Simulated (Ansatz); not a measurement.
Structures of WS2: which is lowest?

Plane-wave DFT in Ansatz with scalar-relativistic PAW potentials, cutoff 500 eV, Γ-centred meshes chosen by cell and gap, Gaussian smearing with energies taken to zero width. Every cell was relaxed (cell and atoms) in a run of its own, within the symmetry of its start. Functional: r2SCAN.

Relaxed structures (starts from databases or built by putting these elements on another compound's sites):
A. P-3m1, 6 atoms in the computed cell, a = 3.181 Å, c = 23.688 Å; sites (symmetry × multiplicity) W 3m. × 2, S 3m. × 2 + 3m. × 2; start: database
B. P-6m2, 3 atoms in the computed cell, a = 3.181 Å, c = 16.951 Å; sites (symmetry × multiplicity) W -6m2 × 1, S 3m. × 2; start: database
C. P6_3/mmc, 6 atoms in the computed cell, a = 3.182 Å, c = 13.067 Å; sites (symmetry × multiplicity) W -6m2 × 2, S 3m. × 4; start: database

**Question.** Rank them by energy. Could pressure change the order?

**Answer.**
```tsv
structure	group	E − E(lowest) (meV/atom)	V (Å³/atom)	gap on mesh (eV)
C	P6_3/mmc	0.0	19.09	1.37
A	P-3m1	6.5	34.61	1.58
B	P-6m2	13.1	49.52	1.90
```

C is lowest, 7 meV/atom under A. The lowest is also the densest of these, so pressure wouldn't bring one of the others in at first order. Other structures may lie lower than all of these, and vibrations aren't counted.

Spin-orbit coupling is left out, which matters for the bands of heavy elements. Each cell of WS2 holds layers, and where no dispersion correction was added their binding is poorly described.